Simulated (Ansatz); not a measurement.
# SnTe: computed DOS

```cif
data_structure
_symmetry_space_group_name_H-M 'P 1'
_symmetry_Int_Tables_number 1
_cell_length_a 5.4359
_cell_length_b 5.4359
_cell_length_c 6.5282
_cell_angle_alpha 90.000
_cell_angle_beta 90.000
_cell_angle_gamma 120.000
_cell_volume 167.06
loop_
_atom_site_label
_atom_site_type_symbol
_atom_site_fract_x
_atom_site_fract_y
_atom_site_fract_z
_atom_site_occupancy
Sn1 Sn 0.33333 0.66667 0.95362 1
Sn2 Sn 0.66667 0.33333 0.45362 1
Te1 Te 0.33333 0.66667 0.42238 1
Te2 Te 0.66667 0.33333 0.92238 1
```

The runs use the primitive cell with vectors (5.436, 0.000, 0.000), (-2.718, 4.708, 0.000), (0.000, 0.000, 6.528) Å, to which the k mesh refers.

The structure comes from a relaxation in the same program, started in the wurtzite type, and has space group P6_3mc. Whether it is a known phase or the ground state wasn't checked.

No spin–orbit coupling, which matters for the heavy atoms here.

Theory: DFT, PBE, all-electron LAPW, scalar-relativistic in Ansatz 0.2.0.

Sampling and basis: a Γ-centred 9×9×5 k mesh, Fermi–Dirac smearing of 0.05 eV, basis error target 1 meV/atom, no spin polarisation.

States per eV and cell, averaged over 0.6 eV, from -11.8 to 4.2 eV, with energies (bin centres) from the valence-band top; empty bins are left out. The partial columns, the largest 4 alone, are projections on Löwdin-orthogonalised atomic shells (those that the program's projection atoms carry: the occupied ones and, for some elements, an empty d or f shell; other empty shells have no column), summed over atoms of an element. Weights on diffuse s and p shells depend on that basis and aren't pure angular character.

```
E (eV)  total  Te 5p  Sn 5p  Sn 5s  Te 5s
 -11.6   1.88   0.02   0.18   0.28   1.39
 -11.0   4.78   0.03   0.59   0.18   3.98
 -10.4   0.01   0.00   0.00   0.00   0.01
  -7.4   3.18   0.76   0.04   2.29   0.08
  -6.8   2.44   0.49   0.04   1.71   0.20
  -6.2   0.75   0.14   0.01   0.48   0.12
  -5.6   0.27   0.03   0.00   0.18   0.06
  -5.0   0.02   0.00   0.00   0.02   0.01
  -4.4   0.36   0.20   0.15   0.01   0.00
  -3.8   3.10   1.82   1.22   0.03   0.01
  -3.2   3.21   2.04   1.12   0.02   0.01
  -2.6   3.96   2.69   1.12   0.07   0.05
  -2.0   4.14   2.87   0.95   0.22   0.05
  -1.4   1.82   1.06   0.45   0.26   0.03
  -0.8   2.65   1.64   0.45   0.45   0.07
  -0.2   0.75   0.51   0.07   0.14   0.01
   0.4   0.22   0.02   0.18   0.00   0.01
   1.0   3.67   0.43   2.76   0.07   0.22
   1.6   3.43   0.72   2.31   0.05   0.16
   2.2   4.14   1.13   2.55   0.07   0.10
   2.8   2.94   0.86   1.68   0.04   0.04
   3.4   2.84   0.88   1.52   0.02   0.01
   4.0   2.56   0.66   1.06   0.01   0.01
```

(1) Which of the resolved shells contributes most in the top eV of the valence band?

Answers

(1) Te 5p, with 63 % of all states there; Sn 5s follows with 18 %.
